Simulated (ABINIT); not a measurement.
# Zr (P-1) in ABINIT: reference runs

Reference runs on Zr: the cell as given.

All numbers are computed with ABINIT 10.8.3 (patched build); they aren't measurements. Logs are shortened: lines on timing, memory, paths and dates and some standing lists are left out, and cuts for length are marked. The log counts tension as positive stress, the text compression.

### Step 1. The structure

The typed cell holds 2 atoms: a = 3.232 Å, b = 3.232 Å, c = 5.147 Å, α = 90.00°, β = 90.00°, γ = 120.00°.

### Step 2. Single point, PBE

Contents of run.abi:

```
# Pseudopotentials
pp_dirpath "./"
pseudos "Zr.GGA_PBE-JTH.xml"

# Structure
acell 3.23199822 3.2319982256 5.147 Angstrom
rprim
     1.0000000000     0.0000000000     0.0000000000
    -0.4999999991     0.8660254043     0.0000000000
     0.0000000000     0.0000000000     1.0000000000
ntypat 1
znucl 40
natom 2
typat 1 1
xred
     0.3346542400     0.6741300100     0.2538998500
     0.6653457600     0.3258699900     0.7461001500
chkprim 0
chksymtnons 0
tolsym 1.0e-6

# Plane-wave basis
ecut 17.0
pawecutdg 34.0
pawxcdev 0

# k points
kptopt 1
ngkpt 9 9 5
nshiftk 1
shiftk 0.0 0.0 0.0

# Exchange and correlation
ixc 11

# Bands and occupations
nband 16
occopt 3
tsmear 0.05 eV

# SCF cycle
nstep 100
tolvrs 1.0e-9

# Output
iomode 3
prtwf 0
prtden 0
prteig 0
prtebands 0
enunit 2
```

Potentials or basis: JTH PAW PBE v2.0.

Run with:

```console
> abinit run.abi > log 2>&1
```

run.abo:

```text
.Version 10.8.3 of ABINIT
 Symmetries : space group P-1 (#  2); Bravais aP (primitive triclinic)
================================================================================
 Values of the parameters that define the memory need of the present run
     intxc =       0    ionmov =       0      iscf =      17    lmnmax =      18
     lnmax =       6     mgfft =      40  mpssoang =       3    mqgrid =    3001
     natom =       2  nloc_mem =       2    nspden =       1   nspinor =       1
    nsppol =       1      nsym =       2    n1xccc =       1    ntypat =       1
    occopt =       3   xclevel =       2
       mpw =        1062          nfft =       23040          nkpt =         203
 PAW method is used; the additional fine FFT grid is defined by:
   mgfftf=        54    nfftf =     69984
================================================================================
================================================================================

--------------------------------------------------------------------------------
------------- Echo of variables that govern the present computation ------------
--------------------------------------------------------------------------------
 -outvars: echo values of preprocessed input variables --------
            acell      6.1075914752E+00  6.1075914858E+00  9.7264203700E+00 Bohr
              amu      9.12240000E+01
          chkprim           0
      chksymtnons           0
             ecut      1.70000000E+01 Hartree
           enunit           2
                       outvar_i_n : Printing only first  50 k-points.
              ixc          11
                       outvar_i_n : Printing only first  50 k-points.
         kptrlatt        9    0    0      0    9    0      0    0    5
          kptrlen      4.86321019E+01
            natom           2
            nband          16
            ngfft          24      24      40
          ngfftdg          36      36      54
             nkpt         203
            nstep         100
             nsym           2
           ntypat           1
                       prtocc : prtvol=0, do not print more k-points.
           occopt           3
        pawecutdg      3.40000000E+01 Hartree
         pawxcdev           0
           prtden           0
        prtebands           0
           prteig           0
            prtwf           0
            rprim      1.0000000000E+00  0.0000000000E+00  0.0000000000E+00
                      -4.9999999910E-01  8.6602540430E-01  0.0000000000E+00
                       0.0000000000E+00  0.0000000000E+00  1.0000000000E+00
          spgroup           2
           tolsym      1.00000000E-06
           tolvrs      1.00000000E-09
           tsmear      1.83746611E-03 Hartree
            typat      1  1
           useylm           1
                       outvars : Printing only first  50 k-points.
           xangst     -7.7915881155E-03  1.8868848892E+00  1.3068225279E+00
                       1.6237906982E+00  9.1210768080E-01  3.8401774721E+00
            xcart     -1.4723967624E-02  3.5656956717E+00  2.4695366730E+00
                       3.0685197054E+00  1.7236337141E+00  7.2568836971E+00
             xred      3.3465424000E-01  6.7413001000E-01  2.5389985000E-01
                       6.6534576000E-01  3.2586999000E-01  7.4610015000E-01
            znucl       40.00000

================================================================================

 chkinp: Checking input parameters for consistency.

================================================================================
== DATASET  1 ==================================================================

--- !DatasetInfo
iteration_state: {dtset: 1, }
dimensions: {natom: 2, nkpt: 203, mband: 16, nsppol: 1, nspinor: 1, nspden: 1, mpw: 1062, }
cutoff_energies: {ecut:  17.0, pawecutdg:  34.0, }
electrons: {nelect:   2.40000000E+01, charge:   0.00000000E+00, occopt:   3.00000000E+00, tsmear:   1.83746611E-03, }
meta: {optdriver: 0, ionmov: 0, optcell: 0, iscf: 17, paral_kgb: 0, }
...

 Exchange-correlation functional for the present dataset will be:
  GGA: Perdew-Burke-Ernzerhof functional - ixc=11
  J.P.Perdew, K.Burke, M.Ernzerhof, PRL 77, 3865 (1996)

 Real(R)+Recip(G) space primitive vectors, cartesian coordinates (Bohr,Bohr^-1):
 R(1)=  6.1075915  0.0000000  0.0000000  G(1)=  0.1637307  0.0945299  0.0000000
 R(2)= -3.0537957  5.2893294  0.0000000  G(2)=  0.0000000  0.1890599  0.0000000
 R(3)=  0.0000000  0.0000000  9.7264204  G(3)=  0.0000000  0.0000000  0.1028127
 Unit cell volume ucvol=  3.1421262E+02 bohr^3
 Angles (23,13,12)=  9.00000000E+01  9.00000000E+01  1.20000000E+02 degrees

 Coarse grid specifications (used for wave-functions):

 getcut: wavevector=  0.0000  0.0000  0.0000  ngfft=  24  24  40
         ecut(hartree)=     17.000   => boxcut(ratio)=   2.11715

[... 45 lines left out ...]
iteration_state: {dtset: 1, }
comment   : Summary of ground state results
lattice_vectors:
- [  6.1075915,   0.0000000,   0.0000000, ]
- [ -3.0537957,   5.2893294,   0.0000000, ]
- [  0.0000000,   0.0000000,   9.7264204, ]
lattice_lengths: [   6.10759,    6.10759,    9.72642, ]
lattice_angles: [ 90.000,  90.000, 120.000, ] # degrees, (23, 13, 12)
lattice_volume:   3.1421262E+02
convergence: {deltae: -1.208E-12, res2:  6.712E-11, residm:  3.674E-04, diffor: null, }
etotal    :  -9.50207696E+01
entropy   :   0.00000000E+00
fermie    :   4.10122682E-01
cartesian_stress_tensor: # hartree/bohr^3
- [  5.53933434E-06,  -3.59933759E-06,   1.63716378E-07, ]
- [ -3.59933759E-06,  -1.56589279E-05,  -4.53086751E-07, ]
- [  1.63716378E-07,  -4.53086751E-07,  -3.76515075E-05, ]
pressure_GPa:   4.6849E-01
xred      :
- [  3.3465E-01,   6.7413E-01,   2.5390E-01, Zr]
- [  6.6535E-01,   3.2587E-01,   7.4610E-01, Zr]
cartesian_forces: # hartree/bohr
- [  2.80497739E-04,  -7.25648505E-04,  -3.12499410E-03, ]
- [ -2.80497739E-04,   7.25648505E-04,   3.12499410E-03, ]
force_length_stats: {min:   3.22037775E-03, max:   3.22037775E-03, mean:   3.22037775E-03, }
...

 Integrated electronic density in atomic spheres:
 ------------------------------------------------
 Atom  Sphere_radius  Integrated_density
    1        2.22030          9.02362384
    2        2.22030          9.02362384

================================================================================

 ----iterations are completed or convergence reached----

 Mean square residual over all n,k,spin=   45.962E-08; max=  36.742E-05
 reduced coordinates (array xred) for    2 atoms
       0.334654240000      0.674130010000      0.253899850000
       0.665345760000      0.325869990000      0.746100150000
 rms dE/dt=  1.7784E-02; max dE/dt=  3.0395E-02; dE/dt below (all hartree)
    1      -0.001713165598      0.004694776760      0.030395006297
    2       0.001713165598     -0.004694776760     -0.030395006297

 cartesian coordinates (angstrom) at end:
    1     -0.00779158811549     1.88688488921894     1.30682252795000
    2      1.62379069822429     0.91210768080318     3.84017747205000

 cartesian forces (hartree/bohr) at end:
    1      0.00028049773867    -0.00072564850498    -0.00312499410270
    2     -0.00028049773867     0.00072564850498     0.00312499410270
 frms,max,avg= 1.8592860E-03 3.1249941E-03   0.000E+00  0.000E+00  0.000E+00 h/b

 cartesian forces (eV/Angstrom) at end:
    1      0.01442377365450    -0.03731434641264    -0.16069365772111
    2     -0.01442377365450     0.03731434641264     0.16069365772111
 frms,max,avg= 9.5608328E-02 1.6069366E-01   0.000E+00  0.000E+00  0.000E+00 e/A
 length scales=  6.107591475221  6.107591485804  9.726420370047 bohr
              =  3.231998220000  3.231998225600  5.147000000000 angstroms
 Fermi (or HOMO) energy (hartree) =   0.41012   Average Vxc (hartree)=  -0.40941
 Eigenvalues (hartree) for nkpt= 203  k points:
 kpt#   1, nband= 16, wtk=  0.00247, kpt=  0.0000  0.0000  0.0000 (reduced coord)
  -1.38542   -1.37969   -0.59624   -0.56453   -0.56392   -0.55920   -0.55913   -0.55880
   0.20205    0.29835    0.44047    0.44222    0.44464    0.45471    0.46524    0.46811
      occupation numbers for kpt#   1
   2.00000    2.00000    2.00000    2.00000    2.00000    2.00000    2.00000    2.00000
   2.00000    2.00000    0.00000    0.00000    0.00000    0.00000    0.00000    0.00000
 prteigrs : prtvol=0 or 1, do not print more k-points.

 Fermi (or HOMO) energy (eV) =  11.16001   Average Vxc (eV)= -11.14052
 Eigenvalues (   eV  ) for nkpt= 203  k points:
 kpt#   1, nband= 16, wtk=  0.00247, kpt=  0.0000  0.0000  0.0000 (reduced coord)
 -37.69921  -37.54332  -16.22441  -15.36167  -15.34518  -15.21657  -15.21457  -15.20574
   5.49817    8.11852   11.98576   12.03330   12.09930   12.37319   12.65972   12.73793
 prteigrs : prtvol=0 or 1, do not print more k-points.

--- !EnergyTerms
iteration_state     : {dtset: 1, }
comment             : Components of total free energy in Hartree
kinetic             :  2.42675969890524E+01
hartree             :  1.51280106782248E+01
xc                  : -1.35230183904617E+01
Ewald energy        : -7.70527810872205E+01
psp_core            :  2.38301006664794E+00
local_psp           : -6.82883798732962E+01
PAW spherical_terms :  2.20653663367836E+01
internal            : -9.50201952802697E+01
'-kT*entropy'       : -5.70595079932390E-04
total_energy        : -9.50207658753497E+01
total_energy_eV     : -2.58564676162307E+03
...

--- !EnergyTermsDC
iteration_state     : {dtset: 1, }
comment             : '"Double-counting" decomposition of free energy'
band_energy         : -9.64980153382971E+00
Ewald energy        : -7.70527810872205E+01
psp_core            :  2.38301006664794E+00
xc_dc               : -1.33290783588931E+01
PAW spherical_terms :  2.62845189888890E+00
internal            : -9.50201990144065E+01
'-kT*entropy'       : -5.70595079932390E-04
total_energy_dc     : -9.50207696094864E+01
total_energy_dc_eV  : -2.58564686323411E+03
...

--- !EnergyTermsWithPAWCore
iteration_state     : {dtset: 1, }
comment             : 'Components of total free energy, including PAW core contributions'
Total energy        : -7.19759799213100E+03
Total energy DC     : -7.19759799586514E+03
Total energy (eV)   : -1.95856619007174E+05
Total energy DC (eV): -1.95856619108785E+05
...

 Cartesian components of stress tensor (hartree/bohr^3)
  sigma(1 1)=  5.53933434E-06  sigma(3 2)= -4.53086751E-07
  sigma(2 2)= -1.56589279E-05  sigma(3 1)=  1.63716378E-07
  sigma(3 3)= -3.76515075E-05  sigma(2 1)= -3.59933759E-06

-Cartesian components of stress tensor (GPa)         [Pressure=  4.6849E-01 GPa]
- sigma(1 1)=  1.62972843E-01  sigma(3 2)= -1.33302725E-02
- sigma(2 2)= -4.60701565E-01  sigma(3 1)=  4.81670212E-03
- sigma(3 3)= -1.10774559E+00  sigma(2 1)= -1.05896168E-01

== END DATASET(S) ==============================================================
================================================================================

 -outvars: echo values of variables after computation  --------
            acell      6.1075914752E+00  6.1075914858E+00  9.7264203700E+00 Bohr
           etotal     -9.5020769609E+01
            fcart      2.8049773867E-04 -7.2564850498E-04 -3.1249941027E-03
                      -2.8049773867E-04  7.2564850498E-04  3.1249941027E-03
            rprim      1.0000000000E+00  0.0000000000E+00  0.0000000000E+00
                      -4.9999999910E-01  8.6602540430E-01  0.0000000000E+00
                       0.0000000000E+00  0.0000000000E+00  1.0000000000E+00
           strten      5.5393343407E-06 -1.5658927912E-05 -3.7651507485E-05
                      -4.5308675140E-07  1.6371637760E-07 -3.5993375877E-06
           xangst     -7.7915881155E-03  1.8868848892E+00  1.3068225279E+00
                       1.6237906982E+00  9.1210768080E-01  3.8401774721E+00
             xred      3.3465424000E-01  6.7413001000E-01  2.5389985000E-01
                       6.6534576000E-01  3.2586999000E-01  7.4610015000E-01
 Calculation completed.
```

It took 98 s on 1 thread of Arm Neoverse V1, shared host; peak memory 0.2 GiB.

Results:

* Free energy: -2585.6469 eV
* Pressure: 0.5 GPa
* Largest force: 0.166 eV/Å
* Band gap on the k mesh: none (metal or under the smearing width)
* Valence electrons inside the program's atomic spheres: Zr 9.02 (radii [1.1749] Å)

Forces on the atoms (eV/Å):
```
Zr   0.014 -0.037 -0.161
Zr  -0.014  0.037  0.161
```

Levels at points of the mesh, in eV from the Fermi level:
| k point | band 10 | band 11 | band 12 | band 13 | band 14 | band 15 |
| --- | --- | --- | --- | --- | --- | --- |
| (0.00, 0.00, 0.00) | -3.04 | 0.83 | 0.87 | 0.94 | 1.21 | 1.50 |
